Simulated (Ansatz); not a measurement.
α-quartz-type GeO₂ (metastable phase) was calculated with r²SCAN (Ansatz, a program for electronic structure, PAW).

Numerical settings: plane-wave cutoff 500 eV, 12×12×6 k mesh (along the axes of the cell as run), gaussian smearing 0.02 eV, scalar-relativistic PAW data made under PBE.

Cell (relaxed at this level):

```
GeO2
1.0
    2.49328    -4.31849     0.00000
    2.49328     4.31849     0.00000
    0.00000     0.00000     5.67736
Ge O
3 6
Direct
  0.00000   0.45111   0.33333
  0.54889   0.54889   0.00000
  0.45111   0.00000   0.66667
  0.30323   0.39613   0.24345
  0.60387   0.90711   0.91011
  0.69677   0.09289   0.42322
  0.90711   0.60387   0.08989
  0.39613   0.30323   0.75655
  0.09289   0.69677   0.57678
```

### Question
What does this level give for the band gap?

### Answer

- band gap: 4.22 eV (on the SCF k mesh)

Spin–orbit coupling is not included.

Computed values are for the static lattice.
